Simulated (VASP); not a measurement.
A run of VASP 6.6.1:

Contents of INCAR:

```
SYSTEM = Bi
  PREC = Accurate
  ENCUT = 520
  EDIFF = 1E-7
  ISMEAR = 0
  SIGMA = 0.1
  LREAL = .FALSE.
  LASPH = .TRUE.
  NELM = 60
  ALGO = Fast
  ISIF = 2
  LWAVE = .FALSE.
  LCHARG = .FALSE.
  GGA = PS
  NBANDS = 14
```

File KPOINTS:

```
Automatic mesh
0
G
  8 8 8
  0 0 0
```

Contents of POSCAR:

```
Bi
1.0
   -1.7590503306      1.7590503306      1.7590503306
    1.7590503306     -1.7590503306      1.7590503306
    1.7590503306      1.7590503306     -1.7590503306
Bi
1
Direct
    0.0000000000      0.0000000000      0.0000000000
```

Potentials or basis: VASP PAW PBE potentials, release 64 (Bi_d).

Command:

```console
$ cat potpaw_PBE.64/Bi_d/POTCAR > POTCAR
$ mpirun -np 1 vasp_std > vasp.out
```

Hardware: 1 thread of Intel(R) Xeon(R) Platinum 8375C CPU @ 2.90GHz (Ice Lake), with other jobs on the host.

Q: Estimate the wall time of this run.

A: It took 18 s on 1 thread of Intel(R) Xeon(R) Platinum 8375C CPU @ 2.90GHz (Ice Lake), with other jobs on the host, peak memory 0.13 GiB. Counts: scf iterations 14, k points 29.
